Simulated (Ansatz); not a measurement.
# WC: one input, then a changed one

The geometry is COD entry 2102244, unchecked; take it as a test cell. The listed cell was then made from it by scaling, straining or moving an atom.

First run: DFT, PBE, PAW with Ansatz's default frozen-core files, scalar-relativistic (Ansatz 0.2.0).

Command: `ansatz run input.yaml --threads 1 --pin off --max-ram 2048MiB --backend cpu --events-out ev --progress --plain --runs-dir out` The run took 13 s on 1 thread of Arm Neoverse V2 (shared host), peak memory 0.51 GiB.

```yaml
crystal:
  lattice:
    - [2.900501436, 0.0, 0.0]
    - [-1.450250718, 2.5119079273, 0.0]
    - [0.0, 0.0, 2.829]
  atoms:
    - { symbol: W, position: [0.0, 0.0, 0.0] }
    - { symbol: C, position: [0.6858934177, 0.3474082919, 0.5] }
kpoints:
  mp_grid: { grid: [13, 13, 12] }
scf:
  occupations: { method: fermi_dirac, width: 0.05 }
hamiltonian:
  xc: pbe
  pseudopotentials: { kind: paw }
output:
  forces: true
  stress: true
  eigenvalues: true
  efg: { contact_densities: true }
```

Result: converged; pressure 8.82 GPa; largest force 0.784 eV/Å; no gap on the k mesh; 6 SCF iterations.

No spin–orbit coupling, which matters for the heavy atoms here.

The input is then changed:

```diff
@@ -14,4 +14,5 @@
   xc: pbe
   pseudopotentials: { kind: paw }
+  dispersion: d4
 output:
   forces: true
@@ -19,3 +20,7 @@
   eigenvalues: true
   efg: { contact_densities: true }
+  write_density: true
+  write_potential: true
+  elf: true
+  volumetric_format: npy
```

Problem. What does the second run give?

Solution. It converged; pressure 1.74 GPa; largest force 0.783 eV/Å; no gap on the k mesh; 6 SCF iterations.
